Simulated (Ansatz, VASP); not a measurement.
## RbBr: VASP beside Ansatz

Contents of INCAR:

```
SYSTEM = RbBr
PREC = Accurate
ENCUT = 600
EDIFF = 1E-7
ISMEAR = 0
SIGMA = 0.02
LREAL = .False.
LASPH = .True.
NELM = 60
ALGO = Normal
ISIF = 3
LWAVE = .False.
LCHARG = .False.
GGA = PE
IBRION = 2
NSW = 100
EDIFFG = -0.01
```

KPOINTS

```
regular mesh
0
Gamma
  6 6 6
  0 0 0
```

The input POSCAR:

```
RbBr
1.0
    4.7300067576      0.0000000000      0.0000000000
   -2.3650033788      4.0963060122      0.0000000000
    0.0000000000      0.0000000000      4.3745354067
Rb Br
1 1
Direct
    0.3333333333      0.6666666667      0.5000000000
    0.0000000000      0.0000000000      0.0000000000
```

Input for Ansatz:

```yaml
crystal:
  lattice:
    - [4.7300067576, 0.0, 0.0]
    - [-2.3650033788, 4.0963060122, 0.0]
    - [0.0, 0.0, 4.3745354067]
  atoms:
    - { symbol: Rb, position: [0.3333333333, 0.6666666667, 0.5] }
    - { symbol: Br, position: [0.0, 0.0, 0.0] }
basis:
  ecutwfc: 420
kpoints:
  mp_grid: { grid: [6, 6, 6] }
hamiltonian:
  xc: pbe
scf:
  occupations: { method: gaussian, width: 0.02 }
output:
  forces: true
  stress: true
  eigenvalues: true
relax:
  adjacent_minimum: "off"
  f_tol: 0.01
  max_steps: 80
  cell: { stress_tol: 0.05 }
```

Change from the starting cell: species swapped into the LuTe type (P-6m2, No. 187).

Alike in both runs: task relaxation of cell and atoms; functional PBE; k mesh 6 × 6 × 6; occupations gaussian, width 0.02 eV; no spin polarisation.

```csv
,VASP,Ansatz
version,VASP 6.6.1,Ansatz 0.2.0
potentials or method,"VASP PAW PBE potentials, release 64 (Rb_sv, Br)","scalar-relativistic, plane waves, PAW"
plane-wave cutoff (eV),600,420
valence electrons in the cell,16,16
```

```tsv
	VASP	Ansatz	Ansatz less VASP
gap on the k mesh at the Fermi level, each at its own relaxed structure (eV)	3.94	3.95	+0.004
relaxed volume (Å³/atom)	43.20	43.12	-0.078
relaxed cell length with the largest relative difference (Å)	4.781	4.778	-0.0029
```
